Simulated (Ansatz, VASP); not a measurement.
## TiCo in VASP and in Ansatz

```
Co Ti
1.0
     2.98611    0.00000    0.00000
     0.00000    2.98611    0.00000
     0.00000    0.00000    2.98611
Co Ti
1 1
Direct
  0.50000 0.50000 0.50000
  0.00000 0.00000 0.00000
```

The cell comes from a database or a generator and needn't be the stable form of this composition.

Alike in both runs: task single point; functional PBE; k mesh 9 × 9 × 9; occupations fermi-dirac, width 0.05 eV; collinear spin.

|  | VASP | Ansatz |
| --- | --- | --- |
| version | VASP 6.6.1 | Ansatz 0.2.0 |
| potentials or method | VASP PAW PBE potentials, release 64 (Co, Ti_sv), cutoff 520 eV | all-electron LAPW, scalar-relativistic |

VASP gave:

| Property | Result |
| --- | --- |
| gap on the k mesh at the Fermi level (eV) | none |
| pressure (GPa) | -1.1 |
| net moment per atom (μB) | 0.40 |
| size of the moment on the site where the two differ most (μB) | 0.88 |

Q: What did Ansatz give for the same quantities?

A: gap on the k mesh at the Fermi level (eV): none; pressure (GPa): -0.5; net moment per atom (μB): 0.42; size of the moment on the site where the two differ most (μB): 0.94.

Site moments also hang on the region over which each program counts them. A gap of «none» marks a metal or a gap that the smearing closes. Ansatz ran all-electron here, so the differences hold the error of VASP's frozen core and of both bases.
